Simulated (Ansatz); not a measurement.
# Ga: response to strain

Ga is deformed so: z strained by -1.5 % at fixed volume. What stress and forces result, by LAPW, PAW and all-electron datasets made for the crystal?

Computed with Ansatz 0.2.0 (DFT PBE, scalar-relativistic, unless a step's input says otherwise).

1 further run of the same task is left out (set aside as unsound or not needed).

### 1 Starting point

Symmetry: Fd-3m, No. 227, cubic system. Conventional cell: a = 5.877 Å, b = 5.877 Å, c = 5.877 Å, α = 90.00°, β = 90.00°, γ = 90.00°. Ga (site symmetry -43m) is surrounded by 4 Ga at 2.54 Å.

Coordinates:

```cif
data_structure
_symmetry_space_group_name_H-M 'P 1'
_symmetry_Int_Tables_number 1
_cell_length_a 4.1559
_cell_length_b 4.1559
_cell_length_c 4.1559
_cell_angle_alpha 60.000
_cell_angle_beta 60.000
_cell_angle_gamma 60.000
_cell_volume 50.75
loop_
_atom_site_label
_atom_site_type_symbol
_atom_site_fract_x
_atom_site_fract_y
_atom_site_fract_z
_atom_site_occupancy
Ga1 Ga 0.00000 0.00000 0.00000 1
Ga2 Ga 0.25000 0.25000 0.25000 1
```

Atoms are numbered in the order of the input: Ga1, Ga2.

### 2 After the deformation

Space group Fd-3m before, I4_1/amd after.

### 3 All-electron LAPW

input.yaml reads:

```yaml
crystal:
  lattice:
    - [0.0, 2.960933714, 2.8945631624]
    - [2.960933714, 0.0, 2.8945631624]
    - [2.960933714, 2.960933714, 0.0]
  atoms:
    - { symbol: Ga, position: [0.0, 0.0, 0.0] }
    - { symbol: Ga, position: [0.25, 0.25, 0.25] }
kpoints:
  mp_grid: { grid: [12, 12, 12] }
scf:
  occupations: { method: fermi_dirac, width: 0.05 }
hamiltonian:
  xc: pbe
  pseudopotentials: { kind: all_electron, lapw: { basis_error: 0.0005 } }
output:
  forces: true
  stress: true
  eigenvalues: true
```

### 4 Frozen-core PAW

input.yaml, as its differences from that of step 3:

```diff
@@ -14,3 +14,3 @@
   xc: pbe
-  pseudopotentials: { kind: all_electron, lapw: { basis_error: 0.0005 } }
+  pseudopotentials: { kind: paw }
 output:
@@ -19 +19,2 @@
   eigenvalues: true
+  efg: { contact_densities: true }
```

### 5 All-electron PAW on datasets made for the crystal

input.yaml, as its differences from that of step 4:

```diff
@@ -14,3 +14,3 @@
   xc: pbe
-  pseudopotentials: { kind: paw }
+  pseudopotentials: { kind: all_electron, datasets: crystal }
 output:
```

(Steps that only read results are left out.)

Q: Predict the outcome of this session. Wanted: pressure; largest shear or deviatoric stress.

The runs gave:

| quantity | value |
| --- | --- |
| pressure | LAPW 0.01, PAW 0.01, crystal datasets 0.01 GPa |
| largest shear or deviatoric stress (LAPW) | 0.27 GPa |

In words: The largest part of the stress beyond the pressure is 0.27 GPa in size, in the zz component; the atoms are carried along and not relaxed. No run of the undeformed cell stands beside it, so the pressure holds what the given cell had before the change. PAW: stress within 0.01 GPa of LAPW. Crystal datasets: stress within 0.01 GPa of LAPW.
